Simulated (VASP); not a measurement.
Input of a VASP 6.6.1 run:

INCAR

```
SYSTEM = Na2S
PREC = Accurate
ENCUT = 520
EDIFF = 1E-6
ISMEAR = -1
SIGMA = 0.1
LREAL = .False.
LASPH = .True.
NELM = 100
ALGO = Normal
ISIF = 2
LWAVE = .False.
LCHARG = .False.
METAGGA = R2SCAN
LMIXTAU = .True.
NBANDS = 17
```

Contents of KPOINTS:

```
Automatic mesh
0
Gamma
  5 5 5
  0 0 0
```

The input POSCAR:

```
Na2S
1.0
    0.0000000000      3.2979090000      3.2979090000
    3.2979090000      0.0000000000      3.2979090000
    3.2979090000      3.2979090000      0.0000000000
Na S
2 1
Direct
    0.2500000000      0.2500000000      0.2500000000
    0.7500000000      0.7500000000      0.7500000000
    0.0000000000      0.0000000000      0.0000000000
```

Potentials or basis: VASP PAW PBE potentials, release 64 (Na_pv, S).

The run is started by

```bash
$ cat potpaw_PBE.64/Na_pv/POTCAR potpaw_PBE.64/S/POTCAR > POTCAR
$ mpirun -np 1 vasp_std > vasp.out
```

(1) Estimate the pressure.

(2) Predict the band gap on the k mesh.

Answers

(1) -1.3 GPa.

(2) 2.98 eV, direct.

Caveat: the PAW data sets were made with another functional, which shifts forces and pressure a little.
